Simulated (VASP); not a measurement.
Input of a VASP 6.6.1 run:

The input INCAR:

```
  PREC = Accurate
  ENCUT = 600
  EDIFF = 1E-6
  ISMEAR = -1
  SIGMA = 0.05
  LREAL = False
  LASPH = True
  NELM = 80
  ALGO = Fast
  ISIF = 3
  LWAVE = False
  LCHARG = False
  GGA = PE
  IBRION = 2
  NSW = 60
  EDIFFG = -0.01
  PSTRESS = 100
```

KPOINTS

```
regular mesh
0
Gamma
  8 8 8
```

POSCAR

```
CdSe
1.0
    3.5568600000      0.0000000000      0.0000000000
    0.0000000000      3.5568600000      0.0000000000
    0.0000000000      0.0000000000      3.5568600000
Cd Se
1 1
Direct
    0.5000000000      0.5000000000      0.5000000000
    0.0000000000      0.0000000000      0.0000000000
```

Potentials or basis: VASP PAW PBE potentials, release 64 (Cd, Se).

Launch:

```console
$ cat potpaw_PBE.64/Cd/POTCAR potpaw_PBE.64/Se/POTCAR > POTCAR
$ mpirun -np 1 vasp_std > vasp.out
```

What does it give for the relaxed cell?

a = 3.412 Å, b = 3.412 Å, c = 3.412 Å, α = 90.00°, β = 90.00°, γ = 90.00°.

Estimate the band gap on the k mesh.

none (metal or under the smearing width).

The path:
| step | energy change (eV) | largest force (eV/Å) | pressure (GPa) | volume (Å³) |
| --- | --- | --- | --- | --- |
| 1 | 0.0000 | 0.0000 | 0.24 | 45.00 |
| 2 | 0.4308 | 0.0000 | 19.84 | 36.65 |
| 3 | 0.1475 | 0.0000 | 9.89 | 39.78 |
| 4 | 0.1537 | 0.0000 | 10.19 | 39.68 |
| 5 | 0.1461 | 0.0000 | 9.88 | 39.80 |
| 6 | 0.1500 | 0.0000 | 9.98 | 39.74 |

Caveat: the cell is relaxed towards a set pressure, so the enthalpy falls and the energy may rise.
